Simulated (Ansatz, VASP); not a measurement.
## Al: VASP beside Ansatz

```
CELL_PARAMETERS angstrom
0.00000 2.02481 2.02481
2.02481 0.00000 2.02481
2.02481 2.02481 0.00000
ATOMIC_POSITIONS crystal
Al 0.00000 0.00000 0.00000
```

Alike in both runs: task single point; functional PBE; k mesh 11 × 11 × 11; occupations gaussian, width 0.018 eV; no spin polarisation.

|  | VASP | Ansatz |
| --- | --- | --- |
| version | VASP 6.6.1 | Ansatz 0.2.0 |
| potentials or method | VASP PAW PBE potentials, release 64 (Al), cutoff 520 eV | all-electron LAPW, scalar-relativistic |

|  | VASP | Ansatz | Ansatz less VASP |
| --- | --- | --- | --- |
| gap on the k mesh at the Fermi level (eV) | none | none | - |
| pressure (GPa) | -0.5 | -0.5 | +0.03 |

A gap of «none» marks a metal or a gap that the smearing closes. Ansatz ran all-electron here, so the differences hold the error of VASP's frozen core and of both bases.
